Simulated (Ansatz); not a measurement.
# TaN: how well frozen cores do

Does the method matter for TaN? The same cell, functional and mesh are run with LAPW, all electrons, frozen-core PAW and datasets made for this crystal.

Program: Ansatz 0.2.0. Level of theory: DFT PBE, scalar-relativistic. These are calculated values, not measurements.

## (1) The starting structure

It takes space group P6_3mc (No. 186, hexagonal). Conventional cell: a = 3.050 Å, b = 3.050 Å, c = 4.940 Å, α = 90.00°, β = 90.00°, γ = 120.00°. Ta (site symmetry 3m) is surrounded by 4 N at 1.85 to 1.90 Å. Around N (site symmetry 3m) lie 4 Ta at 1.85 to 1.90 Å.

As a file:

```
Ta N
1.0
     3.05000    0.00000    0.00000
    -1.52500    2.64138    0.00000
     0.00000    0.00000    4.94000
Ta N
2 2
Direct
  0.33333 0.66667 0.00000
  0.66667 0.33333 0.50000
  0.33333 0.66667 0.38500
  0.66667 0.33333 0.88500
```

The cell comes from a crystallographic database entry that wasn't checked; take it as a given geometry, which may be far from equilibrium.

Atoms are numbered in the order of the input: Ta1, Ta2, N3, N4.

## (2) LAPW, all electrons

Input file input.yaml:

```yaml
crystal:
  lattice:
    - [3.0500010905, 0.0, 0.0]
    - [-1.5250005453, 2.641378426, 0.0]
    - [0.0, 0.0, 4.94]
  atoms:
    - { symbol: Ta, position: [0.3333333333, 0.6666666667, 0.0] }
    - { symbol: Ta, position: [0.6666666667, 0.3333333333, 0.5] }
    - { symbol: "N", position: [0.3333333333, 0.6666666667, 0.385] }
    - { symbol: "N", position: [0.6666666667, 0.3333333333, 0.885] }
kpoints:
  mp_grid: { grid: [9, 9, 5] }
  band_path:
    path:
      - [0.0, 0.0, 0.0]
      - [0.5, 0.0, 0.0]
      - [0.3333333333, 0.3333333333, 0.0]
      - [0.0, 0.0, 0.0]
      - [0.0, 0.0, 0.5]
      - [0.5, 0.0, 0.5]
      - [0.3333333333, 0.3333333333, 0.5]
      - [0.0, 0.0, 0.5]
      - [0.5, 0.0, 0.5]
    npoints: 8
scf:
  occupations: { method: fermi_dirac, width: 0.03 }
hamiltonian:
  xc: pbe
  pseudopotentials: { kind: all_electron, lapw: { basis_error: 0.001 } }
output:
  forces: true
  stress: true
  eigenvalues: true
  populations: true
  dos: { projected: true, de: 0.2, e_range: [-14, 8] }
```

## (3) Frozen-core PAW

Changes to input.yaml since step 2:

```diff
@@ -28,3 +28,3 @@
   xc: pbe
-  pseudopotentials: { kind: all_electron, lapw: { basis_error: 0.001 } }
+  pseudopotentials: { kind: paw }
 output:
@@ -33,3 +33,5 @@
   eigenvalues: true
+  efg: { contact_densities: true }
   populations: true
+  bader: true
   dos: { projected: true, de: 0.2, e_range: [-14, 8] }
```

## (4) Datasets made for this crystal

Changes to input.yaml since step 3:

```diff
@@ -28,3 +28,3 @@
   xc: pbe
-  pseudopotentials: { kind: paw }
+  pseudopotentials: { kind: all_electron, datasets: crystal }
 output:
@@ -34,4 +34 @@
   efg: { contact_densities: true }
-  populations: true
-  bader: true
-  dos: { projected: true, de: 0.2, e_range: [-14, 8] }
```

(Steps that only read results are left out.)

Before running it: what results should come out? Wanted: pressure; gap; largest force; Bader charges.

**Answer**, as computed:

| quantity | value |
| --- | --- |
| pressure | LAPW 134.98, PAW 137.21, crystal datasets 134.97 GPa |
| gap (LAPW) | none |
| largest force | LAPW 2.284, PAW 2.308, crystal datasets 2.284 eV/Å |
| Bader charges (PAW) | Ta1 +1.73, N3 -1.73 e |

In words: The pressure of 135.0 GPa pushes the cell to expand, with the atoms held in place. Bands cross the Fermi level: the crystal is a metal at this level. Within 0.3 eV of the Fermi level the largest projected share is Ta 5d (79 %). The projection holds only the free atom's occupied shells (Ta 6s, Ta 5p, Ta 5d, N 2s, N 2p in this range). The field gradient at Ta1, the largest by crystal datasets, is 13.00 by PAW and 11.99 by crystal datasets (10²¹ V/m²); frozen cores can miss part of the core's response. No spin–orbit coupling: at heavy atoms the gradients can be off by tens of per cent for that reason. In pressure, PAW differs from LAPW by +2.23 GPa. The forces differ by at most 25 meV/Å in a component, on a largest force of 2.284 eV/Å. LAPW took about 2.4 times as long as PAW (2.9 min against 73 s, on a shared host and with the outputs that each input asks for). Spin-orbit coupling is left out, though the cell holds Ta; in elements this heavy it can shift bands and gaps by tenths of an eV.
